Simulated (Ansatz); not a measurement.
Runs of Ansatz 0.2.0 on TiTe2. It takes space group P-3m1 (No. 164, trigonal). The conventional cell has a = 3.777 Å, b = 3.777 Å, c = 6.498 Å, α = 90.00°, β = 90.00°, γ = 120.00°. Te (site symmetry 3m) is surrounded by 3 Ti at 2.77 Å. Ti (site symmetry -3m) has 6 Te at 2.77 Å as nearest neighbours. 

| task | level | spin | cell | points for each segment of the path | gap on the mesh (eV) | pressure (GPa) | relaxed volume (Å³/atom) | largest force (eV/Å) |
| --- | --- | --- | --- | --- | --- | --- | --- | --- |
| relaxation of cell and atoms | PBE+D3(BJ)-ATM | off | relaxed | - | none | 0.0 | 25.40 | - |
| relaxation of cell and atoms | PBE+D3(BJ) | off | relaxed | - | none | 0.0 | 25.17 | - |
| relaxation of cell and atoms | PBE+D4 | off | relaxed | - | none | 0.0 | (b) | - |
| band structure | PBE | SOC, no magnetisation | as given | 14 | none | (c) | - | 0.02 |
| relaxation of cell and atoms | PBE | off | relaxed | - | none | 0.0 | 27.86 | - |
| band structure | PBE | off | as given | 14 | none | 0.9 | - | (a) |

Alike in all rows: potentials or basis Ansatz PAW; k mesh 8 × 8 × 4; cutoff (eV) 420; smearing fermi-dirac 0.05 eV.

Q: Estimate the missing entries.

A: (a) 0.01; (b) 25.71; (c) 1.0.

Caveats: the plane-wave basis is chosen anew once the cell has moved, so the energies of steps on either side of that aren't comparable (some runs); this functional lacks dispersion, which binds the layers, so the pressure and a relaxed spacing across them are unreliable (some runs); spin-orbit coupling is left out, which moves the levels of the heavy elements (some runs).

A k mesh can miss the band edges, and rows without SOC leave out spin-orbit coupling on Te.

A gap of «none» marks a metal or a gap under the smearing width.
